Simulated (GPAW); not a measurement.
Mg:

```
Mg
1.0
     3.20930    0.00000    0.00000
    -1.60465    2.77934    0.00000
     0.00000    0.00000    5.21030
Mg
2
Direct
  0.66667 0.33333 0.75000
  0.33333 0.66667 0.25000
```

Program: GPAW 26.7.0. Alike in all runs: no spin polarisation; cell as given; k mesh 10 × 10 × 5; cutoff (eV) 800. Hardware: 1 thread of Arm Neoverse V2, with other jobs on the host.

Question: Order these runs on this cell by their wall time, lowest first.
A. task single point; level PBE; potentials or basis GPAW PAW data sets (gpaw-data 1.2.1), pw; smearing gaussian 0.027 eV
B. task single point; level r2SCAN; potentials or basis GPAW PAW data sets (gpaw-data 1.2.1), pw; smearing improved-tetrahedron-method
C. task band structure; level RPBE; potentials or basis the program's PAW data sets (release 1.2.1) made for this functional, pw; smearing fermi-dirac 0.05 eV; band path GMKGALHA,LM,KH; band points 80

Answer: A (31 s), C (69 s), B (160 s).

Not every run made on this cell is shown here.
